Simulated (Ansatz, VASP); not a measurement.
**One calculation of KBr, two programs**

```
K Br
1.0
     3.90243   -0.07383   -0.07383
    -0.07383    3.90243   -0.07383
    -0.07383   -0.07383    3.90243
K Br
1 1
Direct
  0.00000 0.00000 0.00000
  0.50000 0.50000 0.50000
```

Change from the starting cell: shear_111 strain -5.6%.

Alike in both runs: task single point; functional r2SCAN; k mesh 6 × 6 × 6; no spin polarisation.

|  | VASP | Ansatz |
| --- | --- | --- |
| version | VASP 6.6.1 | Ansatz 0.2.0 |
| potentials or method | VASP PAW PBE potentials, release 64 (K_sv, Br) | plane waves, PAW |
| plane-wave cutoff (eV) | 520 | 500 |
| occupations | gaussian, width 0.01 eV | fixed |
| valence electrons in the cell | 16 | 16 |

|  | VASP | Ansatz | Ansatz less VASP |
| --- | --- | --- | --- |
| gap on the k mesh at the Fermi level (eV) | 4.99 | 4.99 | -0.004 |
| pressure (GPa) | 1.4 | 1.4 | 0.00 |
| largest component of the traceless stress (GPa) | 0.48 | 0.47 | -0.007 |

Caveats: the PAW data sets were made with another functional, which shifts forces and pressure a little (VASP). A k mesh can miss the band edges.
